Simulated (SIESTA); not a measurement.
The system is Pb.

```xyz
2
Lattice="3.0386 -1.7503 0.0000 3.0386 1.7503 0.0000 -2.1155 0.0000 6.0952" Properties=species:S:1:pos:R:3 pbc="T T T"
Pb    3.9848    0.0000    4.4269
Pb   -0.0230    0.0000    1.6683
```

This isn't the form of Pb at room conditions, which is fcc.

* Program: SIESTA 5.4.2
* Task: single point
* Functional: PBE
* Potentials or basis: PseudoDojo 0.4 standard (PBE files)
* Basis: DZP (energy shift 0.003 Ry; two zetas on semicore shells)
* Grid cutoff: 500 Ry
* Energy shift: 0.003 Ry
* k mesh: 9 × 9 × 5
* Occupations: fermi-dirac, width 0.05 eV
* Spin: no spin polarisation

On this cell: pressure 1.2 GPa; largest force 0.029 eV/Å; band gap on the k mesh none (metal or under the smearing width).

The same run follows on a disturbed copy (atoms moved at random, drawn with an rms of 0.05 Å):

```
Pb
1.0
     3.03861   -1.75032    0.00000
     3.03861    1.75032    0.00000
    -2.11546    0.00000    6.09522
Pb
2
Direct
  0.89920 0.91261 0.72889
  0.09341 0.08248 0.27147
```

Q: What does the disturbed cell give?

A: The energy (extrapolated to zero smearing) moves by +0.6 meV/atom; pressure 1.1 GPa; largest force 0.073 eV/Å; band gap on the k mesh none (metal or under the smearing width).

Forces in eV/Å, atoms in the order of the input:
```
Pb   0.027 -0.009 -0.068
Pb  -0.026  0.009  0.068
```

Stress tensor (GPa, compression positive):
```
 1.05 -0.07 -0.02
-0.07  1.09 -0.12
-0.02 -0.12  1.08
```

Caveats: the basis of atomic orbitals isn't converged, which shifts pressures, moduli and gaps.
